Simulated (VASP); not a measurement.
Te:

```xyz
3
Lattice="4.4540 0.0000 0.0000 -2.2270 3.8573 0.0000 0.0000 0.0000 5.9240" Properties=species:S:1:pos:R:3 pbc="T T T"
Te    1.1981    0.0000    1.9747
Te   -0.5991    1.0376    3.9493
Te    1.6279    2.8197    0.0000
```

| Property | Result |
| --- | --- |
| Program | VASP 6.6.1 |
| Task | relaxation of cell and atoms |
| Functional | PBEsol |
| Potentials or basis | VASP PAW PBE potentials, release 64 (Te) |
| Cutoff | 600 eV |
| k mesh | 9 × 9 × 6 |
| Occupations | gaussian, width 0.03 eV |
| Spin | no spin polarisation |

At the start: pressure -0.9 GPa; volume 33.93 Å³/atom.

Question: How do energy, volume and symmetry change on relaxing?

Answer: Over 9 steps the energy falls by 11.1 meV/atom and the volume is 32.05 Å³/atom (-5.5 %); space group P3_121 (No. 152, to 0.05 Å).

The path:
```csv
step,energy change (eV),largest force (eV/Å),pressure (GPa),volume (Å³)
1,0.0000,0.1284,-0.88,101.78
2,-0.0093,0.2319,0.28,99.07
3,-0.0093,0.2357,0.33,98.97
4,-0.0185,0.1866,0.29,98.19
5,-0.0322,0.0610,0.36,95.87
6,-0.0325,0.0414,0.40,95.46
7,-0.0317,0.0278,-0.55,97.09
8,-0.0334,0.0121,0.00,96.14
9,-0.0334,0.0094,0.00,96.14
```

Final structure:
```yaml
crystal:
  lattice:
    - [4.31175, 0.00000, 0.00000]
    - [-2.15587, 3.73408, 0.00000]
    - [0.00000, 0.00000, 5.97127]
  atoms:
    - { symbol: Te, position: [0.28407, 0.00000, 0.33333] }
    - { symbol: Te, position: [0.00000, 0.28407, 0.66667] }
    - { symbol: Te, position: [0.71593, 0.71593, 0.00000] }
```

Caveat: the PAW data sets were made with another functional, which shifts forces and pressure a little.
